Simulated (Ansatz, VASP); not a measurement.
## Two plane-wave programs on Ag

```
Ag
1.0
    -1.65256    1.65256    1.65256
     1.65256   -1.65256    1.65256
     1.65256    1.65256   -1.65256
Ag
1
Direct
  0.00000 0.00000 0.00000
```

Alike in both runs: task single point; functional LDA; k mesh 16 × 16 × 16; occupations fermi-dirac, width 0.1 eV; no spin polarisation.

|  | VASP | Ansatz |
| --- | --- | --- |
| version | VASP 6.6.1 | Ansatz 0.2.0 |
| potentials or method | VASP PAW LDA potentials, release 64 (Ag) | plane waves (420 eV) with PAW, scalar-relativistic |
| plane-wave cutoff (eV) | 520 | 420 |
| valence electrons in the cell | 11 | 19 |

```tsv
	VASP	Ansatz	Ansatz less VASP
pressure (GPa)	-10.9	-11.0	-0.16
```

The two sets of potentials don't hold the same shells in valence. Ansatz warned: «pseudo_functional_mismatch».
